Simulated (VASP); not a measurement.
Computed with optB88-vdW, VASP's PBE PAW potentials (set 64) (plane waves; VASP).

Input for VASP

KPOINTS:
```
K-points
0
G
  7 7 7
```

**INCAR**
```
! general
SYSTEM   = ZnTe
PREC     = Accurate
ENCUT    = 520
LREAL    = .FALSE.   ! projection in real space or not
LASPH    = .TRUE.

! electronic loop
EDIFF    = 1E-6
NELM     = 100   ! most electronic steps
ALGO     = Normal   ! blocked Davidson
LMAXMIX  = 4   ! l cut-off of mixed one-centre charges

! smearing
ISMEAR   = 0   ! Gaussian
SIGMA    = 0.05

! functional
GGA      = BO
LUSE_VDW = .TRUE.
AGGAC    = 0.0
PARAM1   = 0.1833333333
PARAM2   = 0.22

! ions
IBRION   = 2
NSW      = 60
ISIF     = 3   ! ions, shape and volume
EDIFFG   = -0.01

! output
LWAVE    = .FALSE.
LCHARG   = .FALSE.
```

POSCAR:
```
ZnTe
1
    0.0000000000     3.0500000000     3.0500000000
    3.0500000000     0.0000000000     3.0500000000
    3.0500000000     3.0500000000     0.0000000000
Zn Te
1 1
Direct
  0.0000000000   0.0000000000   0.0000000000
  0.2500000000   0.2500000000   0.2500000000
```

POTCAR, in this order: Zn Te (PBE.64 set). Program: vasp_std.

Output

**OUTCAR**
```
 ion  position               nearest neighbor table
   1  0.000  0.000  0.000-   2 2.64   2 2.64   2 2.64   2 2.64
   2  0.250  0.250  0.250-   1 2.64   1 2.64   1 2.64   1 2.64
  LATTYP: Found a face centered cubic cell.
 ALAT       =     6.1000000000
 Subroutine PRICEL returns:
 Original cell was already a primitive cell.
 Subroutine GETGRP returns: Found 24 space group operations
The static configuration has the point symmetry T_d .
The dynamic configuration has the point symmetry T_d .
 Subroutine INISYM returns: Found 24 space group operations
 Subroutine IBZKPT returns following result:
 Found     20 irreducible k-points:

 Following reciprocal coordinates:
            Coordinates               Weight
  0.000000  0.000000  0.000000      1.000000
  0.142857  0.000000  0.000000      8.000000
  0.285714  0.000000  0.000000      8.000000
  0.428571  0.000000  0.000000      8.000000
  0.142857  0.142857  0.000000      6.000000
  0.285714  0.142857  0.000000     24.000000
  0.428571  0.142857  0.000000     24.000000
 -0.428571  0.142857  0.000000     24.000000
 -0.285714  0.142857  0.000000     24.000000
 -0.142857  0.142857  0.000000     12.000000
  0.285714  0.285714  0.000000      6.000000
  0.428571  0.285714  0.000000     24.000000
 -0.428571  0.285714  0.000000     24.000000
 -0.285714  0.285714  0.000000     12.000000
  0.428571  0.428571  0.000000      6.000000
 -0.428571  0.428571  0.000000     12.000000
  0.428571  0.285714  0.142857     24.000000
 -0.428571  0.285714  0.142857     48.000000
 -0.428571  0.428571  0.142857     24.000000
 -0.285714  0.428571  0.142857     24.000000
   k-points           NKPTS =     20   k-points in BZ     NKDIM =     20   number of bands    NBANDS=     13
   number of dos      NEDOS =    301   number of ions     NIONS =      2
   total plane-waves  NPLWV =  32768
   dimension x,y,z NGX =    32 NGY =   32 NGZ =   32
...
```

OSZICAR:
```
       N       E                     dE             d eps       ncg     rms          rms(c)
DAV:   1     0.840441885871E+02    0.84044E+02   -0.86830E+03   520   0.148E+03
DAV:   2     0.436501767318E+01   -0.79679E+02   -0.76063E+02   555   0.256E+02
DAV:   3    -0.142440675515E+00   -0.45075E+01   -0.44938E+01   660   0.627E+01
DAV:   4    -0.206306530268E+00   -0.63866E-01   -0.63855E-01   675   0.734E+00
DAV:   5    -0.206905598034E+00   -0.59907E-03   -0.59907E-03   640   0.521E-01    0.465E+00
DAV:   6    -0.494428161101E-01    0.15746E+00   -0.50539E-01   710   0.192E+01    0.356E+00
DAV:   7    -0.376879871487E-01    0.11755E-01   -0.10300E-01   575   0.364E+00    0.133E+00
DAV:   8    -0.377577083004E-01   -0.69721E-04   -0.45038E-03   736   0.742E-01    0.347E-01
DAV:   9    -0.378102400734E-01   -0.52532E-04   -0.95730E-04   530   0.297E-01    0.997E-02
DAV:  10    -0.378546267380E-01   -0.44387E-04   -0.15269E-04   633   0.984E-02    0.337E-02
DAV:  11    -0.378457224017E-01    0.89043E-05   -0.31660E-05   615   0.600E-02    0.182E-02
DAV:  12    -0.378463987829E-01   -0.67638E-06   -0.60361E-06   625   0.224E-02
   1 F= -.37846399E-01 E0= -.37846399E-01  d E =-.378464E-01
       N       E                     dE             d eps       ncg     rms          rms(c)
DAV:   1    -0.361953350708E+00   -0.32411E+00   -0.44037E+00   625   0.420E+01    0.396E+00
DAV:   2    -0.930924267561E-01    0.26886E+00   -0.93558E-01   615   0.225E+01    0.144E+00
DAV:   3    -0.569086342457E-01    0.36184E-01   -0.30822E-02   560   0.156E+00    0.717E-01
DAV:   4    -0.473408371340E-01    0.95678E-02   -0.74330E-03   585   0.645E-01    0.242E-01
DAV:   5    -0.467822182791E-01    0.55862E-03   -0.62511E-04   750   0.443E-01    0.155E-01
DAV:   6    -0.466617065119E-01    0.12051E-03   -0.32343E-04   545   0.258E-01    0.369E-02
DAV:   7    -0.466537691495E-01    0.79374E-05   -0.45324E-05   630   0.163E-01    0.995E-03
DAV:   8    -0.466552222981E-01   -0.14531E-05   -0.55803E-06   525   0.271E-02    0.488E-03
DAV:   9    -0.466554204286E-01   -0.19813E-06   -0.15874E-07   275   0.784E-03
   2 F= -.46655420E-01 E0= -.46655420E-01  d E =-.880902E-02
       N       E                     dE             d eps       ncg     rms          rms(c)
DAV:   1    -0.610569606843E-01   -0.14402E-01   -0.18420E-01   630   0.809E+00    0.834E-01
DAV:   2    -0.491621755148E-01    0.11895E-01   -0.49516E-02   615   0.555E+00    0.287E-01
DAV:   3    -0.476717415836E-01    0.14904E-02   -0.13844E-03   545   0.443E-01    0.144E-01
DAV:   4    -0.472469633032E-01    0.42478E-03   -0.37159E-04   598   0.176E-01    0.565E-02
DAV:   5    -0.472243920824E-01    0.22571E-04   -0.28931E-05   609   0.573E-02    0.401E-02
DAV:   6    -0.472141816233E-01    0.10210E-04   -0.14143E-05   580   0.496E-02    0.621E-03
DAV:   7    -0.472139989743E-01    0.18265E-06   -0.13991E-06   265   0.217E-02
   3 F= -.47213999E-01 E0= -.47213999E-01  d E =-.936760E-02
```

File OUTCAR:
```
------------------------ aborting loop because EDIFF is reached ----------------------------------------
  FORCE on cell =-STRESS in cart. coord.  units (eV):
  Direction    XX          YY          ZZ          XY          YZ          ZX
  --------------------------------------------------------------------------------------
  Total        0.0110864      0.0110864      0.0110864      0.0000000      0.0000000      0.0000000
  in kB        0.3028454      0.3028454      0.3028454      0.0000000      0.0000000      0.0000000
  external PRESSURE =       0.3028454 kB  Pullay stress =       0.0000000 kB
  volume of cell :       58.65
      direct lattice vectors                 reciprocal lattice vectors
    -0.000000000  3.083775866  3.083775866    -0.162138891  0.162138891  0.162138891
     3.083775866  0.000000000  3.083775866     0.162138891 -0.162138891  0.162138891
     3.083775866  3.083775866  0.000000000     0.162138891  0.162138891 -0.162138891
 POSITION                                       TOTAL-FORCE (eV/Angst)
 -----------------------------------------------------------------------------------
      0.00000      0.00000      0.00000        -0.000000     -0.000000     -0.000000
      1.54189      1.54189      1.54189         0.000000      0.000000      0.000000
 -----------------------------------------------------------------------------------
    total drift:                                0.000001      0.000001      0.000001
  FREE ENERGIE OF THE ION-ELECTRON SYSTEM (eV)
  ---------------------------------------------------
  free  energy   TOTEN  =        -0.0472139990 eV

  energy  without entropy=       -0.0472139990  energy(sigma->0) =       -0.04721400

 reached required accuracy - stopping structural energy minimisation
```
(Selected blocks of OUTCAR.)

CONTCAR:
```
ZnTe
   1.00000000000000
    -0.0000000000000000    3.0837758661306189    3.0837758661306189
     3.0837758661306189    0.0000000000000000    3.0837758661306189
     3.0837758661306189    3.0837758661306189    0.0000000000000000
  Zn              Te
     1     1
Direct
     0.0000000000000000    0.0000000000000000    0.0000000000000000
     0.2500000000000000    0.2500000000000000    0.2500000000000000
```

Energy and stress use the plane-wave basis of the starting cell.

The compound is ZnTe in the zinc blende structure. This run relaxes it. Symmetry was kept, so distortions that lower it aren't found.
